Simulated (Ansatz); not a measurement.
Zinc-blende AlSb was calculated with LDA (plane waves, PAW; Ansatz, an electronic-structure program).

Numerical settings: plane-wave cutoff 520 eV, 10×10×10 k mesh, scalar-relativistic PAW data made under PBE.

Computed at the level's own relaxed cell.

Elastic tensor (GPa, Voigt notation, ions relaxed):

```
   84.3    42.5    42.5     0.0     0.0     0.0
   42.5    84.3    42.5     0.0     0.0     0.0
   42.5    42.5    84.3     0.0     0.0     0.0
    0.0     0.0     0.0    38.7     0.0     0.0
    0.0     0.0     0.0     0.0    38.7     0.0
    0.0     0.0     0.0     0.0     0.0    38.7
```

Worked from these constants: the tetragonal shear constant is C′ = (C11 − C12)/2 = 20.9 GPa against C44 = 38.7 GPa, so the tetragonal shear is the softer. The Zener ratio C44/C′ is 1.85 (1 for an isotropic solid), and the Cauchy pressure C12 − C44 is 3.8 GPa. With C11 + 2C12 = 169.3 GPa all three Born conditions hold; they don't test modes at the zone boundary.

Measured, for comparison: elastic constant C11 87.7 GPa, elastic constant C12 43.4 GPa, elastic constant C44 40.8 GPa (temperature not stated, not corrected to a static lattice; as tabulated in Oses et al. (2018), arXiv:1811.08464). Computed (rounded) less measured: elastic constant C11 -4 %, elastic constant C12 -2 %, elastic constant C44 -5 %.

Static lattice: no zero-point or thermal effects.
